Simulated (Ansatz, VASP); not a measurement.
# P (black phosphorene monolayer) in two plane-wave programs

Wanted: the spread between two codes on one cell, functional and k mesh. The cell is taken from a series of runs on this material, whose earlier steps may have relaxed, scaled, displaced or heated it; both programs get it as it stands.

Program: Ansatz 0.2.0. Level of theory: plane waves, with VASP 6.6.1 beside it; single point at PBE with D3(BJ). Results are calculated unless marked as measured.

## 1. Set-up

The cell holds 4 atoms: 4 P. Its edges and angles: a = 4.442 Å, b = 3.295 Å, c = 20.123 Å, α = 90.0°, β = 90.0°, γ = 90.0°. Vacuum lies along c.

## 2. Ansatz: single point, PBE with D3(BJ)

Ansatz runs on its default PAW (the set named soft_2) files.

With cell and atoms fixed, the geometry can't cause a difference; cores, projectors, grids and the points listed under the comparison can.

input.yaml reads:

```yaml
crystal:
  lattice:
    - [4.4417325633, 0.0, 0.0]
    - [0.0, 3.2954911764, 0.0]
    - [0.0, 0.0, 20.1229071008]
  atoms:
    - { symbol: P, position: [0.0825802332, 0.0, 0.4472515757] }
    - { symbol: P, position: [0.4174165276, 0.5, 0.4472514809] }
    - { symbol: P, position: [0.9174197668, 0.0, 0.5527484243] }
    - { symbol: P, position: [0.5825834724, 0.5, 0.5527485191] }
kpoints:
  mp_grid: { grid: [10, 14, 1] }
  band_path:
    path:
      - [0, 0, 0]
      - [0.5, 0, 0]
      - [0.5, 0.5, 0]
      - [0, 0, 0]
      - [0, 0.5, 0]
      - [0.5, 0.5, 0]
    npoints: 16
hamiltonian:
  xc: pbe
  dispersion: d3bj
scf:
  occupations: { method: fermi_dirac, width: 0.05 }
  convergence: { dr2_threshold: 1.0e-10 }
efield:
  axis: 3
  dipole_correction: true
  ramp_position: 0.97
  ramp_width: 0.06
  amplitude: 0
output:
  dos: { projected: true, e_range: [-6, 5] }
  bader: true
  write_potential: true
  write_density: true
  volumetric_format: npy
  elf: true
```

Run with:

```sh
ansatz run input.yaml --threads 2 --pin off --max-ram 3072MiB --backend cpu --events-out ev --progress --plain --runs-dir out
```

Numbers of over 12 decimals in the logs are rounded to 6 here.

What it wrote:

```text
Warning: the atoms were moved onto the symmetric positions of the space group found under crystal.symmetry.tolerance 1.0e-5 (fractional; no operation is sought that the atoms, as they stand in a round, miss by more than twice it, and no atom is moved by as much as it), and the run uses the moved positions. Before a round's move an operation carried an atom to 1.45e-5 Å from where it should land, the largest such dist [...]
Engine: ansatz 0.2.0, x86_64-unknown-linux-gnu
Pseudopotentials: kind: paw
Pseudopotential: P, paw, valence charge 5, recommended cutoff 420 eV (normal), P.paw.azcp
Functional definition: PBE
  parameter kappa = 0.804
  parameter beta = 0.066725
  exchange = pbe_x(kappa = kappa, mu = beta*pi^2/3)
  correlation = pbe_c(beta = beta)
Crystal: 4 atoms, lattice volume = 294.553 Å³
Basis set: ecut = 420 eV, 5791 PW (Γ)
Bands: 14, of which v1, the nominal top of the filled ones, is band 10 counted from 1 (9 counted from 0)
Symmetry: 4 space group operations
k-points: 48 of 140
Non-local potential: P, projectors of the file, l = 0: 2, l = 1: 2, l = 2: 2
PAW form: soft (Blöchl's): semilocal exchange-correlation on the pseudo side does not see the compensation charge
PAW one-centre angular grid: P, 110 points (default); XC on 64 Gauss nodes
Initial density: superposition of atomic densities (neutral atoms: chi_scale 0, normalization atom), corrected by the library's trained network
Initial wavefunctions: pseudopotential atomic-orbital guess
Functional: x = pbe(κ = 0.804, μ = 0.219515), c = pbe(β = 0.066725)
SCF iter   1: F=—  HF=-3023.625099 eV  |F-HF|=—  |Δ(HF+E_count)|=         —  Δρ=1.39e-3  dr2=6.84e-3  ethr=1.77e-3  p=0.000 e·Å  D=5.21e-14 V/Å  ΔV_dip=-0.00 eV  dr2_dipole=1.91e-11  V_vac-E_F(+/−)=4.41/4.41 eV  ⟨swp⟩=9.9  Hψ=6008  notcnv=0
efield: sawtooth ramp at fractional position 0.9700 (set: `efield.ramp_position`, or a place that a band, a saddle search or an elastic batch's reference lends), width 0.0600; the density the first Hamiltonian is built on has a dipole p = 0.000 e·Å; the dipole correction subtracts the counter field D = 5.21e-14 V/Å, which shifts the + side's vacuum level by -0.00 eV against the − side's; the planar-averaged density in the ramp window peaks in size at 4.3e-6 e/Å³
preconditioner: auto → Resta (q_TF=auto, 1.743 Å⁻¹)  ε∞=2.2  [insulator: Δε(μ)=0.727 eV  Ē_g=8.846 eV  σ=0.050 eV  W_gap=1.00  n_scr=24 (ndim 8)  ℏωp=9.7 eV  f_vac=0.678  D(μ)=0.00/eV (n_scr^D=0)  ε∞_Penn≈2.2  vacuum switching on, ρ_ref=5.7e-3 e/Å³]
SCF iter   2: F=—  HF=-3023.624370 eV  |F-HF|=—  |Δ(HF+E_count)|=   7.29e-4  Δρ=6.23e-4  dr2=7.68e-4  ethr=3.42e-5  p=-0.000 e·Å  D=-1.00e-6 V/Å  ΔV_dip=0.00 eV  dr2_dipole=2.89e-11  V_vac-E_F(+/−)=4.48/4.48 eV  ⟨swp⟩=2.5  Hψ=1663  notcnv=0
SCF iter   3: F=—  HF=-3023.624484 eV  |F-HF|=—  |Δ(HF+E_count)|=   1.13e-4  Δρ=2.00e-4  dr2=9.65e-5  ethr=3.84e-6  p=0.000 e·Å  D=1.43e-6 V/Å  ΔV_dip=-0.00 eV  dr2_dipole=1.63e-10  V_vac-E_F(+/−)=4.52/4.52 eV  ⟨swp⟩=2.6  Hψ=1096  notcnv=0
SCF iter   4: F=—  HF=-3023.624533 eV  |F-HF|=—  |Δ(HF+E_count)|=   4.98e-5  Δρ=3.85e-5  dr2=4.17e-6  ethr=4.82e-7  p=-0.000 e·Å  D=-3.79e-6 V/Å  ΔV_dip=0.00 eV  dr2_dipole=1.10e-9  V_vac-E_F(+/−)=4.54/4.54 eV  ⟨swp⟩=2.3  Hψ=1094  notcnv=0
SCF iter   5: F=—  HF=-3023.624538 eV  |F-HF|=—  |Δ(HF+E_count)|=   4.90e-6  Δρ=9.92e-6  dr2=2.63e-7  ethr=2.09e-8  p=0.000 e·Å  D=9.08e-6 V/Å  ΔV_dip=-0.00 eV  dr2_dipole=5.91e-9  V_vac-E_F(+/−)=4.54/4.54 eV  ⟨swp⟩=2.1  Hψ=1140  notcnv=0
SCF iter   6: F=—  HF=-3023.624549 eV  |F-HF|=—  |Δ(HF+E_count)|=   1.03e-5  Δρ=4.02e-6  dr2=4.87e-7  ethr=1.32e-9  p=-0.000 e·Å  D=-4.07e-5 V/Å  ΔV_dip=0.00 eV  dr2_dipole=1.18e-7  V_vac-E_F(+/−)=4.54/4.54 eV  ⟨swp⟩=2.4  Hψ=1185  notcnv=0
SCF iter   7: F=—  HF=-3023.624549 eV  |F-HF|=—  |Δ(HF+E_count)|=   6.76e-8  Δρ=6.13e-7  dr2=1.66e-9  ethr=1.32e-9  p=0.000 e·Å  D=1.74e-6 V/Å  ΔV_dip=-0.00 eV  dr2_dipole=2.41e-10  V_vac-E_F(+/−)=4.54/4.54 eV  ⟨swp⟩=2.0  Hψ=819  notcnv=0
SCF iter   8: F=-3023.624549 eV  HF=-3023.624549 eV  |F-HF|=8.19e-12  |Δ(HF+E_count)|=  2.70e-10  Δρ=1.01e-7  dr2=3.01e-11  ethr=1.00e-12  p=-0.000 e·Å  D=-2.19e-7 V/Å  ΔV_dip=0.00 eV  dr2_dipole=6.87e-13  V_vac-E_F(+/−)=4.54/4.54 eV  ⟨swp⟩=3.0  Hψ=3244  notcnv=0
SCF 1 converged in 8 iterations: F = -3023.624549 eV  dr2 = 3.01e-11
  greatest PAW one-centre occupation: 0.810 electrons in one spin orbital (limit 2), on the P atom at site 3 (counted from 0), in its partial waves of l = 0
NSCF: frozen V_eff on 81 k-points
efield: sawtooth ramp at fractional position 0.9700 (kept from the solve that this one continues, or follows in the run), width 0.0600; the density the first Hamiltonian is built on has a dipole p = -0.000 e·Å; the dipole correction subtracts the counter field D = -2.19e-7 V/Å, which shifts the + side's vacuum level by +0.00 eV against the − side's; the planar-averaged density in the ramp window peaks in size at 1.2e-7 e/Å³
WARN: The output density's exchange-correlation potential varies sharply where the density is thin. Do not read a vacuum level from v_tot or v_xc, or from such a field of the output density. On a cell that repeats whose density bears no net charge and no dipole along the vacuum's axis use v_es (v_loc + v_h of the components); under efield.dipole_correction with no amplitude use v_es + v_field, which holds any externa [...]
SCF converged after 8 iterations
Free energy (F): -3023.624549 eV
Harris-Foulkes:  -3023.624549 eV  (|F-HF|=8.19e-12)
Internal energy: -3023.624530 eV  (E = F + TS)
E sigma→0 (E₀):  -3023.624539 eV
Entropy (-TS):   -0.000019 eV (-0.005 meV/atom)
Fermi energy:    -1.427773 eV
Dipole field:    D = 0.000001 V/Å  (p = 0.000001 e·Å, saw-weighted, corrected)
Work function:   Φ+ = 4.5402 eV   Φ− = 4.5402 eV
Levels:          The Fermi level and band energies are counted from a zero that moves with the ramp; work functions are not
--- Per-component energies (eV) ---
  E_band       = -160.424422
  E_kinetic    = 280.060769
  E_local      = -5458.645036  (includes V_loc(G=0)·N_el)
  E_nonlocal   = 135.741696
  E_hartree    = 2577.034020
  E_xc         = -244.867802
  E_vxc        = -241.512698  (∫ρ·V_xc dr)
  E_paw        = -2277.348112  (= ΣΔE_a)
  E_vpaw       = -30.137213  (= ΣTr[D̂ρ^β])
  E_aug_tail   = 0.000013  (compensation charges beyond the density's cutoff)
  E_efield     = 0.000000  (sawtooth field / dipole correction)
  E_vefield    = 0.000000  (∫n·V_field dr)
  E_ewald      = 1965.389837
  E_disp       = -0.989915  (pairwise vdW)
  E_smearing   = -0.000019  (= −TS)
  E_closure    = -0.000000  (closes the sum)
  Σ components = -3023.624549   (vs F -3023.624549, Δ=0.00e0)
--- Band table (eV; the first three rows and the last of 48) ---
  k-point 0: bands = [... 6 lower, -5.2823, -3.6826, -3.5887, -1.8100, -1.0785, -0.2577, 0.8920, 1.6328]
  k-point 1: bands = [... 6 lower, -5.6317, -3.9465, -3.6513, -1.8140, -1.0197, 0.2547, 1.2693, 1.3912]
  k-point 2: bands = [... 6 lower, -6.2906, -4.5395, -3.5724, -1.8996, -0.8446, 0.4984, 1.5151, 2.2960]
  k-point 47: bands = [... 6 lower, -6.6682, -6.6682, -3.1113, -3.1113, 0.5851, 0.5851, 2.4288, 2.4288]
--- Bader charges: 4 sites ---
  site symbol  charge [e]  shift [e]
     0      P      0.0000     0.0000
     1      P      0.0000     0.0000
     2      P      0.0000     0.0000
     3      P      0.0000     0.0000
  estimated error of the sums over rays = 2.6e-4 e
```

## 3. VASP: single point, PBE with D3(BJ)

The same cell, functional, mesh and smearing now go to VASP, with its own data sets.

Lines of VASP's logs that name or quote its potential files are left out, and so is its time.

INCAR reads:

```
SYSTEM = P
PREC = Accurate
ENCUT = 400
EDIFF = 1E-06
NELM = 120
ISMEAR = -1
SIGMA = 0.05
LREAL = .FALSE.
ALGO = Normal
GGA = PE
IVDW = 12
NBANDS = 16
LORBIT = 11
LWAVE = .FALSE.
LCHARG = .FALSE.
ISIF = 2
LDIPOL = .TRUE.
IDIPOL = 3
DIPOL = 0.5 0.5 0.5
LVHAR = .TRUE.
LASPH = .TRUE.
GGA_COMPAT = .FALSE.
EFERMI = MIDGAP
NELMDL = -8
```

POSCAR reads:

```
P
1.0
    4.4417325633      0.0000000000      0.0000000000
    0.0000000000      3.2954911764      0.0000000000
    0.0000000000      0.0000000000     20.1229071008
P
4
Direct
    0.0825818528      0.0000000000      0.4472515757
    0.4174181472      0.5000000000      0.4472515757
    0.9174181472      0.0000000000      0.5527485191
    0.5825818528      0.5000000000      0.5527485191
```

KPOINTS reads:

```
Automatic mesh
0
Gamma
10 14 1
0 0 0
```

The projector-augmented-wave data sets are P (PBE family, release 64).

Run with:

```sh
mpirun -np 1 vasp_std
```

What it wrote:

```text
[banner, memory and clock lines left out]
running    1 mpi-ranks, on    1 nodes
 distrk:  each k-point on    1 cores,    1 groups
 distr:  one band on    1 cores,    1 groups

 POSCAR found type information on POSCAR P
 POSCAR found :  1 types and       4 ions
 LDA part: xc-table for (Slater+PW92), standard interpolation
 POSCAR, INCAR and KPOINTS ok, starting setup
 FFT: planning ... GRIDC
 FFT: planning ... GRID_SOFT
 FFT: planning ... GRID
 WAVECAR not read
 entering main loop
       N       E                     dE             d eps       ncg     rms          rms(c)
DAV:   1     0.120729622363E+03    0.12073E+03   -0.57718E+03  1536   0.722E+02
DAV:   2    -0.815554760470E+01   -0.12889E+03   -0.12307E+03  2304   0.152E+02
DAV:   3    -0.213956298396E+02   -0.13240E+02   -0.13184E+02  2160   0.575E+01
DAV:   4    -0.216490075983E+02   -0.25338E+00   -0.25288E+00  2216   0.995E+00
DAV:   5    -0.216560148098E+02   -0.70072E-02   -0.70062E-02  2352   0.146E+00
DAV:   6    -0.216561864504E+02   -0.17164E-03   -0.17164E-03  2312   0.195E-01
DAV:   7    -0.216561899901E+02   -0.35396E-05   -0.35396E-05  2416   0.249E-02
DAV:   8    -0.216561900668E+02   -0.76790E-07   -0.76567E-07  1936   0.303E-03    0.102E+01
DAV:   9    -0.215179900239E+02    0.13820E+00   -0.82771E-02  1904   0.152E+00    0.607E+00
DAV:  10    -0.214519904059E+02    0.66000E-01   -0.15732E-01  2008   0.212E+00    0.307E-01
DAV:  11    -0.214507090741E+02    0.12813E-02   -0.12047E-02  2032   0.680E-01    0.140E-01
DAV:  12    -0.214504567377E+02    0.25234E-03   -0.60980E-04  2536   0.148E-01    0.989E-02
DAV:  13    -0.214500894123E+02    0.36733E-03   -0.32336E-04  2128   0.869E-02    0.651E-02
DAV:  14    -0.214499827131E+02    0.10670E-03   -0.14859E-04  2136   0.550E-02    0.309E-02
[...]
DAV:  18    -0.214507869807E+02   -0.77973E-04   -0.55552E-06  1768   0.949E-03    0.479E-03
DAV:  19    -0.214508119974E+02   -0.25017E-04   -0.13804E-06  1664   0.542E-03    0.331E-03
DAV:  20    -0.214508224797E+02   -0.10482E-04   -0.73283E-07  1584   0.322E-03    0.916E-04
DAV:  21    -0.214508312812E+02   -0.88015E-05   -0.37697E-07  1480   0.209E-03    0.213E-03
DAV:  22    -0.214508370636E+02   -0.57824E-05   -0.19870E-07  1544   0.163E-03    0.363E-04
DAV:  23    -0.214508434950E+02   -0.64314E-05   -0.36467E-07  1536   0.187E-03    0.151E-03
DAV:  24    -0.214508445112E+02   -0.10162E-05   -0.44805E-08  1512   0.112E-03    0.338E-04
DAV:  25    -0.214508448044E+02   -0.29316E-06   -0.85836E-09  1320   0.434E-04
   1 F= -.22440689E+02 E0= -.22440681E+02  d E =-.161919E-04
```

From OUTCAR (step 3):

```text
ion  position               nearest neighbor table
   1  0.083  0.000  0.447-   2 2.22   2 2.22   3 2.25
   2  0.417  0.500  0.447-   1 2.22   1 2.22   4 2.25
   3  0.917  0.000  0.553-   4 2.22   4 2.22   1 2.25
   4  0.583  0.500  0.553-   3 2.22   3 2.22   2 2.25

  LATTYP: Found a simple orthorhombic cell.
 ALAT       =     3.2954911764
 B/A-ratio  =     1.3478211063
 C/A-ratio  =     6.1061935911

 Subroutine GETGRP returns: Found  8 space group operations
 (whereof  4 operations were pure point group operations)

The static configuration has the point symmetry C_2h.
 The point group associated with its full space group is D_2h.

 Found     48 irreducible k-points:

   k-points           NKPTS =     48   k-points in BZ     NKDIM =     48   number of bands    NBANDS=     16

   dimension x,y,z NGX =    30 NGY =   24 NGZ =  140
   dimension x,y,z NGXF=    60 NGYF=   48 NGZF=  280

   ENCUT  =  400.0 eV  29.40 Ry    5.42 a.u.   7.24  5.37 32.82*2*pi/ulx,y,z

   NELECT =      20.0000    total number of electrons

 k-points in reciprocal lattice and weights: Automatic mesh
   0.00000000  0.00000000  0.00000000       0.007
   0.10000000  0.00000000  0.00000000       0.014
   0.20000000  0.00000000  0.00000000       0.014
   0.30000000  0.00000000  0.00000000       0.014
   0.40000000  0.00000000  0.00000000       0.014
   0.50000000  0.00000000  0.00000000       0.007
   0.00000000  0.07142857  0.00000000       0.014
   0.10000000  0.07142857  0.00000000       0.029
   0.20000000  0.07142857  0.00000000       0.029
[...]
0.40000000  0.50000000  0.00000000       0.014
   0.50000000  0.50000000  0.00000000       0.007

 dipolmoment           0.000000      0.000000     -0.000011 electrons x Angstroem

 average (electrostatic) potential at core
       1 -91.0702       2 -91.0702       3 -91.0702       4 -91.0702

 E-fermi :  -1.6922

 k-point     1 :       0.0000    0.0000    0.0000
  band No.  band energies     occupation
    ...
      6      -6.6353      2.00000
      7      -5.5277      2.00000
      8      -3.9486      2.00000
      9      -3.8342      2.00000
     10      -2.0821      1.99918
     11      -1.3340      0.00155
     12      -0.4958      0.00000
     13       0.6642      0.00000
     14       1.3848      0.00000
     15       2.2904      0.00000
    ...

 k-point     2 :       0.1000    0.0000    0.0000
  band No.  band energies     occupation
    ...
      6      -6.5170      2.00000
      7      -5.4854      2.00000
      8      -3.8635      2.00000
      9      -3.6517      2.00000
     10      -2.5059      2.00000
     11      -0.9586      0.00000
     12      -0.4526      0.00000
     13       0.5586      0.00000
     14       1.3092      0.00000
     15       2.4169      0.00000
    ...

 k-point     3 :       0.2000    0.0000    0.0000
  band No.  band energies     occupation
    ...
      6      -5.8566      2.00000
      7      -5.3613      2.00000
      8      -3.9568      2.00000
      9      -3.1901      2.00000
     10      -2.9962      2.00000
     11      -0.4390      0.00000
     12      -0.2625      0.00000
     13       0.2597      0.00000
     14       1.1587      0.00000
     15       2.6378      0.00000
    ...

 Edisp (eV)   -0.98984

  Total      -0.16930    -0.16861    -0.15647     0.00000     0.00000     0.00000
  in kB      -0.92089    -0.91713    -0.85108     0.00000     0.00000     0.00000
  external pressure =       -0.90 kB  Pullay stress =        0.00 kB

  energy-cutoff  :      400.00
  volume of cell :      294.55
      direct lattice vectors                 reciprocal lattice vectors
     4.441732563  0.000000000  0.000000000     0.225137373  0.000000000  0.000000000
     0.000000000  3.295491176  0.000000000     0.000000000  0.303444903  0.000000000
     0.000000000  0.000000000 20.122907101     0.000000000  0.000000000  0.049694609

 POSITION                                       TOTAL-FORCE (eV/Angst)
 -----------------------------------------------------------------------------------
      0.36681      0.00000      9.00000         0.036342     -0.000000      0.034189
      1.85406      1.64775      9.00000        -0.036342      0.000000      0.034189
      4.07493      0.00000     11.12291        -0.036342      0.000000     -0.034189
      2.58767      1.64775     11.12291         0.036342     -0.000000     -0.034189
 -----------------------------------------------------------------------------------
    total drift:                                0.000000      0.000000     -0.000965

  FREE ENERGIE OF THE ION-ELECTRON SYSTEM (eV)
  ---------------------------------------------------
  free  energy   TOTEN  =       -22.4406887963 eV

  energy  without entropy=      -22.4406726045  energy(sigma->0) =      -22.44068070

 vacuum level on the upper side and lower side of the slab         2.837         2.837

 total charge
# of ion       s       p       d       tot
------------------------------------------
    1        1.081   1.385   0.000   2.465
    2        1.081   1.385   0.000   2.465
    3        1.081   1.385   0.000   2.465
    4        1.081   1.385   0.000   2.465
--------------------------------------------------
tot          4.323   5.539   0.000   9.862

[... 3 further parts left out ...]
```

## 4. Differences

Known differences besides the potentials themselves: the cutoff is 420 eV in Ansatz and 400 eV in VASP. Total energies have different zeros and are not compared.

The two programs side by side:

```
              quantity  Ansatz   VASP  difference
gap on the k mesh (eV)   0.732  0.748      -0.017
```

A gap on the mesh is an upper bound, since the band edges may lie between its points. With vacuum in the cell, a pressure given here is an average over mostly empty space and none of the material.

## 5. Results

* difference in gap on the k mesh (single point, PBE with D3(BJ)): -0.017 eV

In words: The difference in gap on the k mesh is -0.017 eV (single point, PBE with D3(BJ)), within the 0.08 eV picked in this series as the mark of a large difference. Such differences can come from data sets, numerical settings and the points named under the comparisons, not from the functional's error against experiment.

[Lines on the potential files, build, host, timing and source positions are cut from VASP's logs without a mark.]

[Logs are printed without paths, hosts, clocks, repeated set-up lines and the standing remarks that a program may print on its own settings, such as how far it seeks lower states.]

[Hosts, paths, dates, database ids (printed as entryN), source tags and the programs' standing remarks are cut or masked in the printed files.]
